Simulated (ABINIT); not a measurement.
HfO2 in ABINIT: convergence with smearing width

Crystal: HfO2.

```
Hf O
1.0
     0.00000    2.55750    2.55750
     2.55750    0.00000    2.55750
     2.55750    2.55750    0.00000
Hf O
1 2
Direct
  0.00000 0.00000 0.00000
  0.75000 0.75000 0.75000
  0.25000 0.25000 0.25000
```

Measurements of this composition are mostly on another form, of space group No. 14.

* Program: ABINIT 10.8.3 (patched build)
* Task: single point
* Functional: PBE
* Potentials or basis: JTH PAW PBE v2.0
* Cutoff: 626 eV
* k mesh: 9 × 9 × 9
* Occupations: fermi-dirac, width 0.272 eV
* Spin: no spin polarisation

These are the settings of the first run; the series varies smearing width, with any setting tied to it.

Hardware: 1 thread of Arm Neoverse V2 (shared host).

| smearing width | energy less the tightest run, at zero smearing (meV/atom) | SCF cycles | CPU time (s) | peak memory (GiB) |
| --- | --- | --- | --- | --- |
| 0.272 eV | 0.18 | 14 | 26 | 0.13 |
| 0.2 eV | 0.01 | 14 | 26 | 0.13 |
| 0.136 eV | 0.00 | 14 | 26 | 0.13 |
| 0.1 eV | 0.00 | 14 | 26 | 0.13 |
| 0.05 eV | 0.00 | 14 | 26 | 0.13 |
| 0.025 eV | 0.00 | 14 | 26 | 0.13 |
| 0.01 eV | 0.00 | 14 | 26 | 0.13 |

Against the tightest run, the energy stays within 1 meV/atom from 0.272 eV on. The tightest run that finished is the yardstick and may itself not be fully converged.
